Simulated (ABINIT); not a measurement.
Crystal: Ge.

```
Ge
1.0
     3.99759    0.00000    0.00000
    -1.99879    3.46201    0.00000
     0.00000    0.00000    6.59938
Ge
4
Direct
  0.33333 0.66667 0.93710
  0.66667 0.33333 0.43710
  0.33333 0.66667 0.56290
  0.66667 0.33333 0.06290
```

This isn't the form of Ge at room conditions, which is diamond.

Base run:

```yaml
Program: ABINIT 10.8.3 (patched build)
Functional: revPBE
Potentials_or_basis: Ansatz PAW PBE default generated set, frozen core
Cutoff: 490 eV
k_mesh: 8 × 8 × 4
Occupations: fermi-dirac, width 0.05 eV
Spin: no spin polarisation
```

Its results: band gap on the k mesh none (metal or under the smearing width); pressure 4.2 GPa; largest force 0.015 eV/Å.

The run is repeated on the same cell with these changes: functional from revPBE to r2SCAN. What comes out?

Band gap on the k mesh 0.08 eV, direct; pressure -0.1 GPa; largest force 0.005 eV/Å.

Caveats: the PAW data sets were made with another functional, which shifts forces and pressure a little; the atomic spheres overlap.

A k mesh can miss the band edges.
